In a triangular layer every site has six neighbours at equal distance, and they form three opposite pairs. A wave travelling through the layer reaches the two neighbours of a pair with phases of equal size and opposite sign. Together they give one cosine, so the energy of a simple band depends on just three cosines. Their sum can be worked out by hand from the coordinates of a point in the Brillouin zone. In layered WS₂ this count reproduces one of the deeper valence levels well and fails at the band edges, and a comparison of two points shows that some states feel the neighbouring layers strongly.

Levels of bulk WS₂ with atoms displaced at random by about 0.15 Å, from GPAW 26.7.0 with the vdW-DF2 functional, without spin polarisation or spin-orbit coupling. The calculation uses PAW data sets 1.2.1 (6 valence electrons for W), a 600 eV plane-wave cutoff, a 5×5×5 k mesh and Fermi-Dirac smearing of 0.05 eV. Energies are counted from the valence top.

```
point a (reciprocal cell vector)  point b (reciprocal cell vector)  point c (reciprocal cell vector)  level point (row)  level under 4 (eV)  level under 3 (eV)  level under 2 (eV)  level under 1 (eV)  level over 1 (eV)
                          0.0000                            0.0000                            0.0000                  1              -2.392              -1.536              -0.877              -0.730              1.331
                          0.0000                            0.2000                            0.0000                  2              -2.792              -2.115              -1.450              -1.036              1.039
                          0.2000                           -0.2000                            0.0000                  3              -3.507              -2.759              -2.203              -0.820              0.809
                          0.2000                            0.4000                            0.4000                  4              -3.197              -2.325              -1.861              -0.706              1.470
                          0.4000                           -0.4000                            0.0000                  5              -3.888              -3.569              -3.193              -0.746              1.920
                          0.4000                           -0.2000                           -0.4000                  6              -4.018              -2.812              -2.205              -1.121              1.657
                          0.4000                            0.4000                           -0.2000                  7              -3.370              -3.151              -1.808              -1.296              2.075
```

The columns point a, point b and point c give the coordinates a, b and c of each point, in units of the reciprocal cell vectors. The cell has one layer and three equivalent slanted edges, so a step to a neighbour within the layer is the difference of two edges. The phase of that step is therefore a difference of two coordinates, times 2π. If each site has one orbital that couples only to its six nearest neighbours, and equally to each, the level is

E = A + B·S

S = cos 2π(a − b) + cos 2π(b − c) + cos 2π(c − a)

Here A is the average energy of the band and B is twice the coupling between neighbours. S is 3 at the zone centre, where all sites are in phase, and falls to −1.5 at the zone corner K.

The sign of B tells whether equal phases bind. A chain of p orbitals that point along the chain is the simplest comparison: with equal phases the positive lobe of each orbital meets the negative lobe of the next, which is antibonding, so the band is highest at the zone centre. For s orbitals, or for p orbitals standing side by side, equal phases bind and the order is reversed. The chain explains the sign only, because it has one cosine instead of three and no second layer.

The third level under the gap (level under 3) behaves like the head-to-tail chain. Among the listed points it is highest at the zone centre, point 1, and lowest at point 5, the one closest to K, about 2.0 eV further down. A plausible origin is sulfur p orbitals lying in the layer, mixed with tungsten d orbitals. The energies agree with this picture but do not identify the orbitals. If it is right, the cosine sum can only be approximate, because a p orbital lying in the layer couples differently along its axis and sideways. Each sulfur atom has two such orbitals, and with coupling only between nearest neighbours of this kind, it is the average of their two bands that follows S exactly. The levels are also numbered by energy at each point, so the third one need not belong to the same band throughout.

A straight line in S, fitted to this level at all seven points and rounded for use by hand, gives

E ≈ −2.85 eV + 0.43 eV · S

with energies counted from the valence top, which lies at a mesh point that is not listed in the table. For coordinates in steps of one fifth only three cosines occur: 1, 0.31 and −0.81.

Point 2 has the coordinates 0, 0.2 and 0. The three differences are −0.2, 0.2 and 0, so that

S = 0.31 + 0.31 + 1 = 1.62

E ≈ −2.85 + 0.43 · 1.62 = −2.15 eV

The calculation gives −2.115 eV, so the estimate is about 0.04 eV too low.

Point 3, with the coordinates 0.2, −0.2 and 0, is a harder case. Its differences are 0.4, −0.2 and −0.2, which give

S = −0.81 + 0.31 + 0.31 = −0.19

E ≈ −2.85 − 0.43 · 0.19 = −2.93 eV

The calculated level is −2.759 eV, and the miss of 0.17 eV is the largest for any of the seven points. Both worked points were part of the fit.

A fairer measure of accuracy leaves out each point in turn and predicts it from the other six. The typical error is then 0.16 eV, or about 8% of the 2.0 eV over which the level moves. A third parameter for the coupling between layers does not improve these predictions. The level was chosen because it follows S best among the five levels compared, so this accuracy should not be carried over to the others. The analysis printed below lists the estimates point by point.

Part of the error is built into the rule. Points 2 and 4 have the same S and so receive the same estimate, yet their calculated levels differ by 0.21 eV. The atoms in this structure are displaced at random by about 0.15 Å, which makes the three directions in the layer unequal, and the layers also couple to one another. This pair mixes the two effects. The displacement also means that the constants describe this distorted crystal and not WS₂ at equilibrium. In addition, GPAW warned that the sharply slanted cell was not reduced to a more compact one and that results may be wrong; this was not tested.

Points 3 and 6 separate the two effects. Within the layer, every phase at point 6 is the reverse of the phase at point 3, apart from whole turns. When spin-orbit coupling is left out, as it is here, a wave and its reverse have the same energy in an isolated layer, however distorted that layer is. Any difference between the two points must therefore come from coupling between layers.

For the third level under the gap this difference is only 0.05 eV, so a rule for a single layer has a chance there. A small difference at one pair of points does not prove that the coupling is weak everywhere, nor does it ensure that the rule works: the second level under the gap is almost equal at the two points, yet a line in S leaves 49% of its scatter. For the lowest empty level (level over 1) it is 0.85 eV, more than half of the whole range of that level in the table. A likely reason is that the empty state contains sulfur orbitals that point out of the layer and overlap with the next one, though the energies alone do not test this. The highest listed valence level (level under 1) also changes between the two points, by 0.30 eV.

The rule stops at the band edges. Coupling between layers need not be the only reason, since mixing of orbitals within a layer, or coupling to more distant neighbours, can also bend a level away from a straight line in S. A line in S leaves 88% of the scatter of the lowest empty level about its mean, and 93% for the highest listed valence level. The cosine sum is thus a guide to how a suitable deeper band disperses, but it should not be used to estimate a gap or to decide which conduction valley is lowest.

That limit matters for a transistor channel made of several layers. On this mesh the conduction minimum is at point 3, between the zone centre and K, 0.81 eV above the valence top. Since this valley shifts strongly with the coupling between layers, the number of layers and their stacking can be expected to influence where the electrons collect, though neither was varied here. An estimate from a single layer would miss this.

The numbers do not settle which valley is lowest in a real channel. K has coordinates in thirds and is not on a mesh of fifths, so the competing valley there was not sampled. Spin-orbit coupling, which is strong in tungsten, would also shift and split the levels near the band edges. For the choice of valley, a calculation along a path through K, with relaxed atoms and spin-orbit coupling, has to replace the rule.

The analysis program printed:

```
fit of level_under_3 on 7 rows: constant -2.852 +/- 0.058, coefficient of s_in 0.4323 +/- 0.038; rms 0.12, worst 0.2 -0.176, leave-one-out rms 0.163
fit of level_under_3 on 7 rows: constant -2.848 +/- 0.054, coefficient of s_in 0.3964 +/- 0.045, coefficient of s_out 0.04697 +/- 0.037; rms 0.101, worst 0.4 -0.173, leave-one-out rms 0.169
Hand rule for the third level under the gap (eV):
  row  cos_ab  cos_bc  cos_ca       S  estimate  computed      miss
  0.0       1       1       1       3     -1.56    -1.536    -0.024
  0.0   0.309   0.309       1   1.618    -2.154    -2.115  -0.03925
  0.2  -0.809   0.309   0.309  -0.191    -2.932    -2.759   -0.1731
  0.2   0.309       1   0.309   1.618    -2.154    -2.325    0.1708
  0.4   0.309  -0.809  -0.809  -1.309    -3.413    -3.569    0.1561
  0.4  -0.809   0.309   0.309  -0.191    -2.932    -2.812   -0.1201
  0.4       1  -0.809  -0.809  -0.618    -3.116    -3.151   0.03525
rms miss of the hand rule, eV: 0.1203
largest miss of the hand rule, eV: 0.1731
range of the third level under the gap, eV: 2.033
rms miss if the mean is guessed everywhere, eV: 0.6274
scatter left by a line in S, fourth level under, %: 45.85
scatter left by a line in S, third level under, %: 19.17
scatter left by a line in S, second level under, %: 49.22
scatter left by a line in S, first level under, %: 93.36
scatter left by a line in S, first level over, %: 88.06
row 3 less row 6, third level under, eV: 0.053
row 3 less row 6, first level under, eV: 0.301
row 3 less row 6, first level over, eV: -0.848
row 2 less row 4, third level under, eV: 0.21
```
